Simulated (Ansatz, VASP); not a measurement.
**B in VASP and in Ansatz**

```
B
1.0
     0.00000    2.01036    2.01036
     2.01036    0.00000    2.01036
     2.01036    2.01036    0.00000
B
2
Direct
  0.71750 0.92750 0.92750
  0.28250 0.07250 0.07250
```

Change from the starting cell: shortest bond scaled by 0.58, LAPW.

Alike in both runs: task single point; functional LDA; k mesh 13 × 13 × 13; occupations fermi-dirac, width 0.05 eV; no spin polarisation.

|  | VASP | Ansatz |
| --- | --- | --- |
| version | VASP 6.6.1 | Ansatz 0.2.0 |
| potentials or method | VASP PAW LDA potentials, release 64 (B), cutoff 520 eV | all-electron LAPW, scalar-relativistic |

Ansatz gave:

* pressure (GPa): 172.5
* largest component of the traceless stress (GPa): 193.59
* rms of the force components (eV/Å): 35.876

Q: What did VASP give for the same quantities?

A: Pressure (GPa): 176.7; largest component of the traceless stress (GPa): 197.95; rms of the force components (eV/Å): 36.643.

Atom by atom the forces differ by 0.767 eV/Å (rms over components). Ansatz ran all-electron here, so the differences hold the error of VASP's frozen core and of both bases.

Caveats: the cell as given lies far from equilibrium; so large a pressure means that the cell lies far from this level's equilibrium, or that cutoff or potentials fall short (VASP); forces of over 1 eV/Å show positions far from the minimum, so gaps and moduli don't describe the material at rest.
